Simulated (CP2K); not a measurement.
SnSe:

```
Sn Se
1.0
    11.42000    0.00000    0.00000
     0.00000    4.19000    0.00000
     0.00000    0.00000    4.46000
Sn Se
4 4
Cartesian
  10.0153 3.1425 4.0541
  7.1147 1.0475 1.8241
  4.3053 3.1425 2.6359
  1.4047 1.0475 0.4059
  7.3431 3.1425 4.3886
  9.7869 1.0475 2.1586
  1.6331 3.1425 2.3014
  4.0769 1.0475 0.0714
```

Base run:

```yaml
Program: CP2K 2026.2
Functional: PBE
Potentials_or_basis: POTENTIAL_UZH Sn GTH-PBE-q4, Se GTH-PBE-q6; DZVP-MOLOPT-PBE-GTH basis
Density_cutoff: 9184 eV
k_mesh: 2 × 5 × 5
Occupations: fermi-dirac, width 0.05 eV
Spin: no spin polarisation
```

Its results: pressure 3.6 GPa; largest force 0.393 eV/Å.

**Question.** The run is repeated on the same cell with these changes: functional from PBE to PBEsol. What comes out?

**Answer.** Pressure 2.2 GPa; largest force 0.471 eV/Å.

PBEsol binds more tightly than PBE, so the same cell stands under less pressure.

Caveats: the basis of atomic orbitals isn't converged, which shifts pressures, moduli and gaps; the potentials were made for another functional, which shifts forces and pressure (some runs).
